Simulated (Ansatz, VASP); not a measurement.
## Two plane-wave programs on AgCl (Chlorargyrite)

```xyz
2
Lattice="0.0000 2.6980 2.6980 2.6980 0.0000 2.6980 2.6980 2.6980 0.0000" Properties=species:S:1:pos:R:3 pbc="T T T"
Ag    0.0000    0.0000    0.0000
Cl    2.6980    2.6980    2.6980
```

Alike in both runs: task single point; functional PBE; k mesh 7 × 7 × 7; occupations fermi-dirac, width 0.05 eV; no spin polarisation.

|  | VASP | Ansatz |
| --- | --- | --- |
| version | VASP 6.6.1 | Ansatz 0.2.0 |
| potentials or method | VASP PAW PBE potentials, release 64 (Ag, Cl) | Ansatz PAW |
| plane-wave cutoff (eV) | 520 | 420 |
| valence electrons in the cell | 18 | 26 |

|  | VASP | Ansatz | Ansatz less VASP |
| --- | --- | --- | --- |
| gap on the k mesh at the Fermi level (eV) | 0.99 | 1.00 | +0.003 |
| least direct gap on the mesh (eV) | 3.53 | 3.53 | +0.002 |
| pressure (GPa) | 6.5 | 6.7 | +0.16 |

The functional is the same, so the differences come from potentials, cutoffs and numerics. The two sets of potentials don't hold the same shells in valence.

Caveats: an odd mesh through Γ misses points on the zone boundary, where band edges often lie (VASP); odd divisions of the mesh miss points on the zone boundary, where band edges often lie, so the gap on the mesh can be too wide (Ansatz).
